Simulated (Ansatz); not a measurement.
# CsH: how the settings move a single-point run

How sensitive is a single-point run of CsH to its settings? A reference run comes first, then one run with altered input.

Method: reference: DFT, r2SCAN, all-electron PAW with datasets made for the crystal, scalar-relativistic, in Ansatz 0.2.0.

## Step 1: The system as given

It takes space group Pm-3m (No. 221, cubic). The conventional cell has a = 3.818 Å, b = 3.818 Å, c = 3.818 Å, α = 90.00°, β = 90.00°, γ = 90.00°. Around Cs (site symmetry m-3m) lie 8 H at 3.31 Å. Around H (site symmetry m-3m) lie 8 Cs at 3.31 Å.

As a file:

```
CELL_PARAMETERS angstrom
3.81841 0.00000 0.00000
0.00000 3.81841 0.00000
0.00000 0.00000 3.81841
ATOMIC_POSITIONS crystal
Cs 0.00000 0.00000 0.00000
H 0.50000 0.50000 0.50000
```

## Step 2: Reference

input.yaml

```yaml
crystal:
  lattice:
    - [3.81840854, 0.0, 0.0]
    - [0.0, 3.81840854, 0.0]
    - [0.0, 0.0, 3.81840854]
  atoms:
    - { symbol: Cs, position: [0.0, 0.0, 0.0] }
    - { symbol: H, position: [0.5, 0.5, 0.5] }
kpoints:
  mp_grid: { grid: [8, 8, 8] }
  band_path:
    path:
      - [0.0, 0.0, 0.0]
      - [0.0, 0.5, 0.0]
      - [0.5, 0.5, 0.0]
      - [0.0, 0.0, 0.0]
      - [0.5, 0.5, 0.5]
      - [0.0, 0.5, 0.0]
      - [0.5, 0.5, 0.5]
      - [0.5, 0.5, 0.0]
    npoints: 8
scf:
  occupations: { method: fermi_dirac, width: 0.01 }
hamiltonian:
  xc: r2scan
  pseudopotentials: { kind: all_electron, datasets: crystal }
output:
  forces: true
  stress: true
  eigenvalues: true
  efg: { contact_densities: true }
```

Launch:

```bash
> ansatz run input.yaml --threads 1 --pin off --max-ram 2048MiB --backend cpu --events-out ev --progress --plain --runs-dir out
```

## Step 3: Variant: occupations.method cold, occupations.width 0.2

input.yaml, as its differences from that of step 2:

```diff
@@ -22,3 +22,3 @@
 scf:
-  occupations: { method: fermi_dirac, width: 0.01 }
+  occupations: { method: cold, width: 0.2 }
 hamiltonian:
```

Before running it: what results should come out? Wanted: for each run, ending; energy change; pressure; gap; force.

The runs gave:

| run | ending | energy change | pressure (GPa) | gap (eV) | force (eV/Å) | cycles | time |
| --- | --- | --- | --- | --- | --- | --- | --- |
| reference | converged | 0 | 0.0 | 3.18 | 0.00 | 13 | 20 s |
| 1: occupations.method cold, occupations.width 0.2 | converged | 0.0 meV/atom (σ→0) | 0.0 | 3.18 | 0.00 | 9 | 18 s |

Residual by cycle in the longest SCF loop of each run; runs are numbered as in the table. The quantity is the density residual dr2, in eV.

| cycle | reference | run 1 |
| --- | --- | --- |
| 1 | 2.14 | 2.14 |
| 2 | 0.0838 | 0.0838 |
| 3 | 0.00372 | 0.00372 |
| 4 | 7.9e-4 | 7.7e-4 |
| 5 | 2.1e-5 | 2.0e-5 |
| 6 | 3.5e-6 | 3.5e-6 |
| 8 | 1.2e-7 | 1.1e-8 |
| 9 | 2.2e-9 | 4.1e-10 |
| 10 | 9.4e-10 | - |
| 11 | 9.8e-9 | - |
| 12 | 3.0e-10 | - |
| 13 | 1.8e-10 | - |

Changing the smearing leaves the energy as it was (0.0 meV/atom). Cost: 9 SCF cycles against 13. The gap of the reference lacks spin-orbit coupling, though the cell holds Cs.

These are semilocal Kohn-Sham gaps, which aren't the measured quantity. Such gaps usually fall short of the measured ones.
